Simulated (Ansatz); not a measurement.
## CoO: single point with PBE

CoO:

```
Co O
1.0
    -1.50800    1.50800    2.10725
     1.50800   -1.50800    2.10725
     1.50800    1.50800   -2.10725
Co O
1 1
Direct
  0.00000 0.00000 0.00000
  0.50000 0.50000 0.00000
```

```json
{
 "Program": "Ansatz 0.2.0",
 "Task": "single point",
 "Functional": "PBE",
 "Potentials or basis": "Ansatz PAW",
 "Cutoff": "420 eV (not typed: the program's choice for these potentials)",
 "k mesh": "12 × 12 × 12",
 "Occupations": "fermi-dirac, width 0.05 eV",
 "Spin": "collinear spin, random start",
 "Starting moments": "[1.71, 0.0] μB"
}
```

The pressure is 0.0 GPa, the band gap on the k mesh is none (metal or under the smearing width) and the net moment is 2.92 μB per cell. The absolute moment is 2.93 μB per cell. The site moments are Co +2.48; O +0.32 μB.

Stress tensor (GPa, compression positive):
```
-0.04  0.00  0.00
 0.00 -0.04  0.00
 0.00  0.00  0.12
```

Levels at points of the mesh, in eV from the Fermi level:
Spin up:
| k point | band 9 | band 10 | band 11 | band 12 | band 13 | band 14 | band 15 | band 16 | band 17 |
| --- | --- | --- | --- | --- | --- | --- | --- | --- | --- |
| (0.00, 0.00, 0.00) | -3.20 | -3.20 | -3.15 | -3.15 | -3.01 | 0.95 | 16.75 | 18.05 | 18.05 |
| (0.00, 0.00, -0.50) | -4.01 | -2.95 | -2.42 | -2.10 | -2.02 | 5.82 | 9.73 | 11.68 | 15.64 |
| (0.00, -0.50, 0.00) | -2.39 | -2.34 | -1.81 | 0.06 | 0.14 | 4.99 | 9.33 | 13.22 | 13.50 |
| (-0.50, -0.50, -0.50) | -3.92 | -2.91 | -2.42 | -2.11 | -2.11 | 5.82 | 9.88 | 11.56 | 15.59 |
Spin down:
```
              k point  band 8  band 9  band 10  band 11  band 12  band 13
   (0.00, 0.00, 0.00)   -2.64   -1.13    -1.13    -1.10     0.05     0.09
  (0.00, 0.00, -0.50)   -3.86   -2.27     0.11     0.16     0.53     1.04
  (0.00, -0.50, 0.00)   -4.71   -0.15    -0.10     0.18     2.72     2.76
(-0.50, -0.50, -0.50)   -3.95   -2.29     0.15     0.15     0.60     1.00
```

Run time: 8.8 s on 2 threads of Intel(R) Xeon(R) Platinum 8259CL CPU @ 2.50GHz (Skylake/Cascade Lake) (shared host), peak memory 0.45 GiB.

Caveat: the pressure holds a Pulay correction of +0.7 GPa for the finite cutoff; a cell with one magnetic atom can't hold antiferromagnetic order, which such compounds often take; semilocal functionals often make such compounds metallic where correlation or magnetic order opens a gap, which also shifts bond lengths. With open d or f shells a metallic result of PBE can be an artefact of self-interaction; +U or a hybrid may open a gap.
